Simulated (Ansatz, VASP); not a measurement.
**Al: VASP beside Ansatz**

Contents of INCAR:

```
SYSTEM = Al
PREC = Accurate
ENCUT = 520
EDIFF = 1E-6
ISMEAR = 1
SIGMA = 0.15
LREAL = .FALSE.
LASPH = .TRUE.
NELM = 80
ALGO = Normal
ISIF = 2
LWAVE = .FALSE.
LCHARG = .FALSE.
GGA = PS
NBANDS = 8
```

Contents of KPOINTS:

```
Automatic mesh
0
G
  4 4 4
  0 0 0
```

The input POSCAR:

```
Al
1.0
    2.7560720000      0.0000000000      0.0000000000
   -0.9186906379      2.5984496110      0.0000000000
   -0.9186906379     -1.2992247445      2.2503234088
Al
1
Direct
    0.0000000000      0.0000000000      0.0000000000
```

Input for Ansatz:

```yaml
crystal:
  lattice:
    - [2.756072, 0.0, 0.0]
    - [-0.9186906378915612, 2.5984496110246966, 0.0]
    - [-0.9186906378915612, -1.2992247444711322, 2.2503234088433417]
  atoms:
    - { symbol: Al, position: [0.0, 0.0, 0.0] }
basis:
  ecutwfc: 571.4391111657479
kpoints:
  mp_grid:
    grid: [4, 4, 4]
hamiltonian:
  xc: pbesol
  pseudopotentials:
    kind: paw
scf:
  occupations:
    method: cold
    width: 0.15
output:
  forces: true
  stress: true
```

This isn't the form of Al at room conditions, which is fcc.

Alike in both runs: task single point; functional PBEsol; k mesh 4 × 4 × 4; no spin polarisation.

```csv
,VASP,Ansatz
version,VASP 6.6.1,Ansatz 0.2.0
potentials or method,"VASP PAW PBE potentials, release 64 (Al)","plane waves, PAW"
plane-wave cutoff (eV),520,571
occupations,"methfessel-paxton of order 1, width 0.15 eV","cold, width 0.15 eV"
valence electrons in the cell,3,3
```

```csv
,VASP,Ansatz,Ansatz less VASP
pressure (GPa),2.8,2.8,-0.01
```

Caveats: the k mesh is coarse (spacing up to 0.70 Å⁻¹), so the values aren't converged; the PAW data sets were made with another functional, which shifts forces and pressure a little (VASP).
